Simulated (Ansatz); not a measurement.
**Structure relaxation of AlO2**

Theory: Ansatz 0.2.0, DFT PBE, scalar-relativistic, plane waves, PAW. Cutoff 420 eV, Γ-centred k mesh, Gaussian smearing, no spin polarisation in the final step.

AlO2 was placed on the sites of a reported VSi2 cell (P6_422, No. 181), with Al in place of V, O in place of Si, at a guessed volume.

```
CELL_PARAMETERS angstrom
4.01761 0.00000 0.00000
-2.00880 3.47935 0.00000
0.00000 0.00000 5.60071
ATOMIC_POSITIONS crystal
Al 0.50000 0.00000 0.00000
Al 0.50000 0.50000 0.66667
Al 0.00000 0.50000 0.33333
O 0.16260 0.32520 0.00000
O 0.83740 0.16260 0.66667
O 0.67480 0.83740 0.33333
O 0.83740 0.67480 0.00000
O 0.16260 0.83740 0.66667
O 0.32520 0.16260 0.33333
```

Cell and atoms relax at zero pressure; the relaxation can't lower the symmetry of the start. After a coarse first stage the cell is made exact in the group found at 0.06 Å.

The zero of energy is the elements' standard structures at the same level (O₂ as a molecule); no fitted shifts are applied.

(1) Describe the relaxed structure.

(2) What are its volume, energy, density and gap?

Answers

(1) It keeps P6_422 (No. 181), but not the shape of the type it started on. Conventional cell: a = 6.055 Å, c = 2.881 Å. Around Al lie 4 O at 1.84 Å; around O lie 2 Al at 1.84 Å.

Space group P6_422 (No. 181). a = 6.055 Å, b = 6.055 Å, c = 2.881 Å, α = 90.00°, β = 90.00°, γ = 120.00°
```
atom site symmetry x y z
  Al    3c       222  0.5000  0.0000  0.0000
   O    6i       ..2  0.2124  0.4248  0.0000
```

(2) The volume per atom is 10.16 Å³, the density is 3.21 g/cm³ and the energy over the elements is -1.75 eV/atom. The gap on the 6×6×14 mesh is 0 eV (a metal).

The final run used a 6×6×14 mesh on its 9-atom cell and 0.10 eV smearing. For metals, differences of a few meV/atom aren't resolved. A structure relaxed within its symmetry needn't be a true minimum. The steps took about 90 core-seconds in all.

Cost: 4 runs of about 1.5 core-minutes in all, on Intel Xeon 6975P-C (Granite Rapids) (shared hosts).